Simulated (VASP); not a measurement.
In HfC (rock salt type) the Hf atom of the primitive cell, with all its periodic images, is moved by 0.06 Å along [111].

```
CELL_PARAMETERS angstrom
0.00000 2.32500 2.32500
2.32500 0.00000 2.32500
2.32500 2.32500 0.00000
ATOMIC_POSITIONS crystal
Hf 0.00745 0.00745 0.00745
C 0.50000 0.50000 0.50000
```

Computed with VASP 6.6.1, PBE, plane waves, standard recommended PAW potentials.

Cutoff 520 eV; orbitals from an earlier step on the same cell; potentials Hf_pv C; PREC = Accurate; k-mesh 4×4×4 Γ-centred; Fermi–Dirac smearing of 0.1 eV; no spin polarisation; no spin–orbit coupling.

**Question.** What force results?

**Answer.** The force on it along the displacement is -0.3540 eV/Å, a force constant of 5.90 eV/Å².

```json
{"atom": "Hf1", "Fx (eV/Å)": "-0.2044", "Fy (eV/Å)": "-0.2044", "Fz (eV/Å)": "-0.2044"}
{"atom": "C2", "Fx (eV/Å)": "0.2044", "Fy (eV/Å)": "0.2044", "Fz (eV/Å)": "0.2044"}
```

The k-mesh is coarse, so these values belong to this mesh and can lie far from the converged ones.
